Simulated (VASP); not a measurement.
Write the native input for VASP 6.6.1 that does the following.

```
Task                   : single point
Functional             : PBEsol
Potentials or basis    : VASP PAW PBE potentials, release 64 (Na_pv)
Cutoff                 : 520 eV
k mesh                 : 12 × 12 × 12
Occupations            : gaussian, width 0.1 eV
Spin                   : no spin polarisation
Dipole correction      : no
Further INCAR settings : ALGO = Fast; EDIFF = 1e-06; NBANDS = 10
```

The structure of Na lies in POSCAR:

```
Na
1.0
   -2.1396278750      2.0733289500      2.1396278750
    2.1790557250     -2.1183046500      2.2240314250
    2.1846035750      2.1632803500     -2.1846035750
Na
1
Direct
    0.0000000000      0.0000000000      0.0000000000
```

The cell isn't the ideal one: strained and moved within a subgroup.

The input as run:

INCAR

```
PREC = Accurate
ENCUT = 520
EDIFF = 1E-6
ISMEAR = 0
SIGMA = 0.1
LREAL = False
LASPH = True
NELM = 100
ALGO = Fast
ISIF = 2
LWAVE = False
LCHARG = True
GGA = PS
LELF = True
LVHAR = True
NBANDS = 10
```

KPOINTS

```
Automatic mesh
0
Gamma
  12 12 12
```

Potentials or basis: VASP PAW PBE potentials, release 64 (Na_pv).

The run is started by

```sh
$ cat potpaw_PBE.64/Na_pv/POTCAR > POTCAR
$ mpirun -np 1 vasp_std > vasp.out
```

Results of the run:

```
Pressure               : -0.5 GPa
Band gap on the k mesh : none (metal or under the smearing width)
```

Caveat: the PAW data sets were made with another functional, which shifts forces and pressure a little.

Run time: 79 s on 1 thread of Intel(R) Xeon(R) Platinum 8559C (Emerald Rapids), with other jobs on the host, peak memory 0.26 GiB.
